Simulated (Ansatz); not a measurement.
**TaN: response to strain**

TaN is deformed so: equal xy, yz and zx engineering shear strains of -3 %. What stress and forces result, by LAPW, PAW and all-electron datasets made for the crystal?

Method: DFT PBE, scalar-relativistic, in Ansatz 0.2.0.

## 1. The system as given

It takes space group P-6m2 (No. 187, hexagonal). Conventional cell: a = 2.938 Å, b = 2.938 Å, c = 2.883 Å, α = 90.00°, β = 90.00°, γ = 120.00°. Ta (site symmetry -6m2) has 6 N at 2.23 Å as nearest neighbours. N (site symmetry -6m2) has 6 Ta at 2.23 Å as nearest neighbours.

Structure file:

```cif
data_structure
_symmetry_space_group_name_H-M 'P-6m2'
_symmetry_Int_Tables_number 187
_cell_length_a 2.9380
_cell_length_b 2.9380
_cell_length_c 2.8830
_cell_angle_alpha 90.000
_cell_angle_beta 90.000
_cell_angle_gamma 120.000
_cell_volume 21.55
loop_
_atom_site_label
_atom_site_type_symbol
_atom_site_symmetry_multiplicity
_atom_site_Wyckoff_symbol
_atom_site_fract_x
_atom_site_fract_y
_atom_site_fract_z
_atom_site_occupancy
Ta1 Ta 1 b 0.00000 0.00000 0.50000 1
N1 N 1 e 0.66667 0.33333 0.00000 1
```

The file gives the conventional cell by its symmetry; the runs use the cell typed in the input.

Atoms are numbered in the order of the input: Ta1, N2.

## 2. After the deformation

Space group P-6m2 before, P1 after.

## 3. LAPW, all electrons

input.yaml reads:

```yaml
crystal:
  lattice:
    - [2.9379988584, -0.0440699829, -0.0440699829]
    - [-1.5071651539, 2.5664166391, -0.0161307333]
    - [-0.043245, -0.043245, 2.883]
  atoms:
    - { symbol: Ta, position: [0.3333333333, 0.6666666667, 0.5] }
    - { symbol: "N", position: [0.0, 0.0, 0.0] }
kpoints:
  mp_grid: { grid: [12, 12, 10] }
  band_path:
    path:
      - [0.0, 0.0, 0.0]
      - [0.0, 0.0, 0.5]
      - [-0.5, 0.5, 0.0]
      - [0.0, 0.0, 0.0]
      - [0.0, -0.5, 0.0]
      - [-0.5, 0.0, 0.5]
      - [0.0, 0.0, 0.0]
      - [-0.5, 0.0, 0.0]
      - [0.0, -0.5, 0.5]
    npoints: 5
scf:
  occupations: { method: fermi_dirac, width: 0.02 }
hamiltonian:
  xc: pbe
  pseudopotentials: { kind: all_electron, lapw: { basis_error: 0.0005 } }
output:
  forces: true
  stress: true
  eigenvalues: true
```

Launch:

```bash
ansatz run input.yaml --threads 1 --pin off --max-ram 3072MiB --backend cpu --events-out ev --progress --plain --runs-dir out
```

## 4. Frozen-core PAW

input.yaml reads:

```yaml
crystal:
  lattice:
    - [2.9379988584, -0.0440699829, -0.0440699829]
    - [-1.5071651539, 2.5664166391, -0.0161307333]
    - [-0.043245, -0.043245, 2.883]
  atoms:
    - { symbol: Ta, position: [0.3333333333, 0.6666666667, 0.5] }
    - { symbol: "N", position: [0.0, 0.0, 0.0] }
kpoints:
  mp_grid: { grid: [12, 12, 10] }
scf:
  occupations: { method: fermi_dirac, width: 0.02 }
hamiltonian:
  xc: pbe
  pseudopotentials: { kind: paw }
output:
  forces: true
  stress: true
  eigenvalues: true
  efg: { contact_densities: true }
```

## 5. All-electron PAW on datasets made for the crystal

Changes to input.yaml since step 4:

```diff
@@ -14,3 +14,3 @@
   xc: pbe
-  pseudopotentials: { kind: paw }
+  pseudopotentials: { kind: all_electron, datasets: crystal }
 output:
```

(Steps that only read results are left out.)

What does the calculation give? Wanted: pressure; largest shear or deviatoric stress.

The runs gave:

```
                                 quantity                                           value
                                 pressure  LAPW 5.84, PAW 5.69, crystal datasets 5.84 GPa
largest shear or deviatoric stress (LAPW)                                        7.67 GPa
```

In words: The largest part of the stress beyond the pressure is 7.67 GPa in size; the atoms are carried along and not relaxed. No run of the undeformed cell stands beside it, so the pressure holds what the given cell had before the change. PAW: stress within 0.16 GPa of LAPW, forces within 1 meV/Å. Crystal datasets: stress within 0.01 GPa of LAPW, forces within 1 meV/Å. Spin-orbit coupling is left out, though the cell holds Ta; in elements this heavy it can shift bands and gaps by tenths of an eV.
